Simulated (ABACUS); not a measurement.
# GaSb (F-43m) in ABACUS: further runs, part 2 of 2

ABACUS 3.10.1. Earlier steps stand in the parts before.

### Step 4. Single point, PBEsol

File INPUT:

```
INPUT_PARAMETERS
suffix              GaSb
calculation         scf
basis_type          pw
pseudo_dir          ./
symmetry            1
dft_functional      pbesol
ecutwfc             40
pseudo_rcut         10
nspin               1
nbands              27
ks_solver           dav
smearing_method     fd
smearing_sigma      0.00367493
scf_thr             1e-08
scf_nmax            100
mixing_type         broyden
mixing_beta         0.7
cal_force           1
cal_stress          1
ecutrho             320
out_chg             1
kpar                4
```

File STRU:

```
ATOMIC_SPECIES
Sb 121.7600 sb_pbe_v1.4.uspp.F.UPF
Ga 69.7230 ga_pbe_v1.4.uspp.F.UPF

LATTICE_CONSTANT
8.1751050464

LATTICE_VECTORS
0.0000000000 0.7071067812 0.7071067812
0.7071067812 0.0000000000 0.7071067812
0.7071067812 0.7071067812 0.0000000000

ATOMIC_POSITIONS
Cartesian

Sb
0.0
1
1.0606601718 1.0606601718 1.0606601718 1 1 1

Ga
0.0
1
0.0000000000 0.0000000000 0.0000000000 1 1 1
```

File KPT:

```
K_POINTS
0
Gamma
6 6 6 0 0 0
```

Potentials or basis: GBRV ultrasoft 1.5 PBE, plane waves.

Command:

```bash
$ OMP_NUM_THREADS=1 mpirun -np 4 abacus > log
```

running log:

```text
ABACUS v3.10.1

               Atomic-orbital Based Ab-initio Computation at UStc

 ------------------------------------------------------------------------------------

 READING GENERAL INFORMATION
                           global_out_dir = OUT.GaSb/
                           global_in_card = INPUT
                               pseudo_dir = ./
                              orbital_dir =
                                    DSIZE = 4
                                    GSIZE = 1

 READING UNITCELL INFORMATION
                                    ntype = 2
                  lattice constant (Bohr) = 8.17511
              lattice constant (Angstrom) = 4.32608

 READING ATOM TYPE 1
                               atom label = Sb
                      L=0, number of zeta = 1
                      L=1, number of zeta = 1
                      L=2, number of zeta = 1
             number of atom for this type = 1

 READING ATOM TYPE 2
                               atom label = Ga
                      L=0, number of zeta = 1
                      L=1, number of zeta = 1
                      L=2, number of zeta = 1
             number of atom for this type = 1

                        TOTAL ATOM NUMBER = 2
CARTESIAN COORDINATES ( UNIT =       8.175105046400 Bohr ).
    atom                   x                   y                   z     mag                  vx                  vy                  vz
[... 385 lines left out ...]
 E_KohnSham     -599.4155057208      -8155.4663473541
 E_KS(sigma->0) -599.4154662731      -8155.4658106409
 E_Harris       -599.4140805335      -8155.4469566860
 E_band         -56.2397271499       -765.1807432034
 E_one_elec     -497.6901192161      -6771.4214596377
 E_Hartree      261.8340763724       3562.4353692319
 E_xc           -91.6331649160       -1246.7331686311
 E_Ewald        -271.9262190658      -3699.7460148908
 E_entropy(-TS) -0.0000788954        -0.0010734265
 E_descf        0.0000000000         0.0000000000
 E_exx          0.0000000000         0.0000000000
 E_Fermi        0.6005404819         8.1707724333
----------------------------------------------------------

 charge density convergence is achieved
 final etot is -8155.4663474 eV
 EFERMI = 8.1707724333 eV

 STATE ENERGY(eV) AND OCCUPATIONS    NSPIN == 1
 1/4 kpoint (Cartesian) = 0.0000 0.0000 0.0000 (1639 pws)
       1       -86.3168     0.00925926
       2       -86.3168     0.00925926
       3       -86.3168     0.00925926
       4       -20.5427     0.00925926
       5       -20.5427     0.00925926
       6       -20.5427     0.00925926
[... 106 lines left out ...]
      26        19.4443        0.00000
      27        19.4443        0.00000

------------------------------------------------------------------------------------------
 TOTAL-FORCE (eV/Angstrom)
------------------------------------------------------------------------------------------
                       Sb1         0.0000000000         0.0000000000         0.0000000000
                       Ga1         0.0000000000         0.0000000000         0.0000000000
------------------------------------------------------------------------------------------

----------------------------------------------------------------
 TOTAL-STRESS (KBAR)
----------------------------------------------------------------
        -3.1583430722         0.0000000000         0.0000000000
        -0.0000000000        -3.1583430722         0.0000000000
         0.0000000000         0.0000000000        -3.1583430722
----------------------------------------------------------------
 TOTAL-PRESSURE: -3.158343 KBAR

 --------------------------------------------
 !FINAL_ETOT_IS -8155.4663473541368148 eV
 --------------------------------------------
```

It took 19 s on 4 MPI ranks of AMD EPYC 9R45 (Zen 5), shared host; peak memory 0.8 GiB.

What came out:

```yaml
Free_energy: -8155.4663 eV
Pressure: -0.3 GPa
Band_gap_on_the_k_mesh: none (metal or under the smearing width)
```

Levels at points of the mesh, in eV from the Fermi level:
| k point | band 15 | band 16 | band 17 | band 18 | band 19 | band 20 |
| --- | --- | --- | --- | --- | --- | --- |
| (0.00, 0.00, 0.00) | -0.09 | -0.04 | -0.04 | -0.04 | 2.73 | 2.73 |
| (0.50, 0.50, 0.50) | -6.44 | -1.20 | -1.20 | 0.29 | 3.69 | 3.69 |
| (0.50, 0.50, 0.00) | -6.88 | -2.63 | -2.63 | 0.80 | 1.13 | 8.67 |

Caveat: the potentials were made for another functional, which shifts forces and pressure; this crystal is a semiconductor, whose small gap the functional closes, so the metal is an error of the method. The run has no spin-orbit coupling, so splittings on Sb are missing.

### Step 5. Summary

```tsv
level	potentials or basis	k mesh	cutoff (eV)	gap on the mesh (eV)	pressure (GPa)
M06-L	SG15 ONCV 1.2 PBE, plane waves	5 × 5 × 5	1279	none	1.5
BLYP	PseudoDojo NC SR 0.4.1 PBE standard, plane waves	6 × 6 × 6	1102	none	5.3
PBEsol	GBRV ultrasoft 1.5 PBE, plane waves	6 × 6 × 6	544	none	-0.3
```

Alike in all rows: task single point; no spin polarisation; cell as given; smearing fermi-dirac 0.05 eV.

Caveats: the potentials were made for another functional, which shifts forces and pressure; this crystal is a semiconductor, whose small gap the functional closes, so the metal is an error of the method.

Total energies depend on the potentials used, so only differences within one code and one set of settings carry meaning.

### Step 6. How close it comes

Step 2. The gap isn't set beside the deposited one, since this odd mesh misses points on the zone boundary.

Step 3. Against the measured gap of GaSb, 0.811 eV (direct; 4.2 K; a printed reference work, data compilation), the calculated 0.00 eV is off by -0.81 eV. Spin-orbit coupling on Ga, Sb is left out. The value is that of BLYP on a finite k mesh, which can miss the band edges, without temperature or zero-point motion. Semilocal functionals fall short of measured gaps as a rule.

Step 4. A measured gap of GaSb is 0.811 eV (direct; 4.2 K; a printed reference work, data compilation); the calculated 0.00 eV misses it by -0.81 eV. Spin-orbit coupling on Ga, Sb is left out. The value is that of PBEsol on a finite k mesh, which can miss the band edges, without temperature or zero-point motion. Semilocal functionals fall short of measured gaps as a rule.
